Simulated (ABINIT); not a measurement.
# Pt in ABINIT: the effect of target pressure

Crystal: Pt.

```
Pt
1.0
     0.00000    1.96090    1.96090
     1.96090    0.00000    1.96090
     1.96090    1.96090    0.00000
Pt
1
Direct
  0.00000 0.00000 0.00000
```

Alike in all runs:

```yaml
Program: ABINIT 10.8.3 (patched build)
Task: relaxation of cell and atoms
Functional: PBE
Potentials_or_basis: JTH PAW PBE v2.0
Cutoff: 435 eV
k_mesh: 12 × 12 × 12
Occupations: fermi-dirac, width 0.05 eV
Spin: no spin polarisation
```

Each run relaxes the cell or the atoms first.

```csv
target pressure,relaxed volume (Å³/atom)
0 GPa,?
5 GPa,15.41
10 GPa,15.14
20 GPa,14.69
30 GPa,14.30
```

**Question.** What does the run with target pressure 0 GPa give?

**Answer.** Relaxed volume 15.70 Å³/atom.

Worked out: In Murnaghan's law V^(-B') rises as a straight line in P. The other rows fit best with B' = 5.1, V0 = 15.71 Å³/atom and B0 = 250 GPa, which gives 15.71 Å³/atom at 0 GPa, against the run's 15.70.
